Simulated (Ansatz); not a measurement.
Crystal: SrO.

```xyz
2
Lattice="0.0000 2.5663 2.5663 2.5663 0.0000 2.5663 2.5663 2.5663 0.0000" Properties=species:S:1:pos:R:3 pbc="T T T"
Sr    2.5663    2.5663    2.5663
O     0.0000    0.0000    0.0000
```

Base run:

* Program: Ansatz 0.2.0
* Functional: LDA
* Potentials or basis: all-electron LAPW, relativistic spinors
* Cutoff: 220 eV (chosen from the basis error)
* Basis error allowed: 0.001 eV/atom
* k mesh: 7 × 7 × 7
* Occupations: gaussian, width 0.01 eV
* Spin: spin-orbit coupling, no magnetisation

Its results: band gap on the k mesh 3.23 eV, indirect (least direct gap 3.29 eV); pressure -3.8 GPa.

Task: The run is repeated on the same cell with these changes: functional from LDA to PBE; occupations from gaussian, width 0.01 eV to fermi-dirac, width 0.05 eV. What comes out?

Result: Band gap on the k mesh 3.38 eV, indirect (least direct gap 3.45 eV); pressure 3.3 GPa.

Caveats: an odd mesh through Γ misses points on the zone boundary, where band edges often lie (some runs); the mesh misses the band edges, which the band path finds closer together (some runs).
